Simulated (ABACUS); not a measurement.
## Co in ABACUS: the effect of starting spin order

Crystal: Co.

```
Co
1.0
     2.47056    0.00000    0.00000
    -1.23528    2.13957    0.00000
     0.00000    0.00000    8.08823
Co
4
Cartesian
  1.2353 0.7132 6.0662
  0.0000 0.0000 4.0441
  0.0000 1.4264 2.0221
  0.0000 0.0000 0.0000
```

Alike in all runs:

```yaml
Program: ABACUS 3.10.1
Task: single point
Functional: PBE
Potentials_or_basis: PseudoDojo NC SR 0.4.1 PBE standard
Cutoff: 1361 eV
Density_cutoff: 5442 eV
Basis: DZP LCAO (the cutoffs set its grid)
k_mesh: 7 × 7 × 2
Occupations: fermi-dirac, width 0.05 eV
```

Question: One run gave: energy over the lowest run 207.5 meV/atom; pressure -8.3 GPa; final net moment 0.00 μB; final largest site moment 0.00 μB. Which starting spin order did it use?
A. fm, larger start moments
B. fm
C. no spin

Answer: C.

```csv
starting spin order,spin,starting moments,energy over the lowest run (meV/atom),pressure (GPa),final net moment (μB),final largest site moment (μB)
no spin,no spin polarisation,-,207.5,-8.3,0.00,0.00
fm,"collinear spin, ferromagnetic start","[2.0, 2.0, 2.0, 2.0] μB",0.0,6.0,6.77,1.70
"fm, larger start moments","collinear spin, ferromagnetic start","[3.5, 3.5, 3.5, 3.5] μB",0.0,6.0,6.77,1.70
```

Caveats: all runs use coarse meshes; the atomic orbitals were generated for these runs and aren't a published set; the basis of atomic orbitals isn't converged, which shifts pressures, moduli and gaps.
